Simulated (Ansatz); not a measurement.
# LiCl: a prediction, then the measurements

All numbers below come from DFT PBE, scalar-relativistic, plane waves, PAW (Ansatz 0.2.0).

Settings: cutoff 420 eV, Γ-centred mesh 8×8×8 on the computed 2-atom cell, Gaussian smearing of 0.02 eV; no spin polarisation.

Relaxed structure:

```xyz
2
Lattice="0.0000 2.5745 2.5745 2.5745 0.0000 2.5745 2.5745 2.5745 0.0000" Properties=species:S:1:pos:R:3 pbc="T T T"
Li    2.5745    2.5745    2.5745
Cl    0.0000    0.0000    0.0000
```

* Space group: Fm-3m (No. 225)
* Volume per atom: 17.06 Å³
* Formation energy from the elements' standard states (uncorrected): -1.852 eV/atom
* Kohn–Sham band gap: 6.26 eV, indirect from (-0.073, 0.000, 0.073) to Γ
* Orbital (Löwdin) character of the top 1 eV of the valence band: Cl 3p 98 %
* Electron masses at the edge by direction of the standard setting (m_e; one valley, along these axes only; no spin-orbit coupling): x: 0.47; y: 0.47; z: 0.47
* Hole masses at the edge by direction of the standard setting (m_e; one valley, along these axes only; no spin-orbit coupling): x: 1.2; y: 2.1; z: 1.2
* Bader charge by site (e): Li (1 in the cell) 0.90, Cl (1 in the cell) -0.90

**Against measurements.**

A measured lattice constant a of LiCl is 5.13988 Å (298.15 K; a printed reference work (data compilation)); the calculated 5.149 Å exceeds it by 0.2 %. The calculation is for 0 K without zero-point motion. Against the measured band gap of LiCl, 9.4 eV (a printed reference work (monograph)), the calculated 6.26 eV is off by -3.14 eV. Kohn–Sham gaps of semilocal functionals fall short of measured ones as a rule.

The cell was reached from a generator's guess, though it ends in a space group that the Crystallography Open Database lists for this formula.
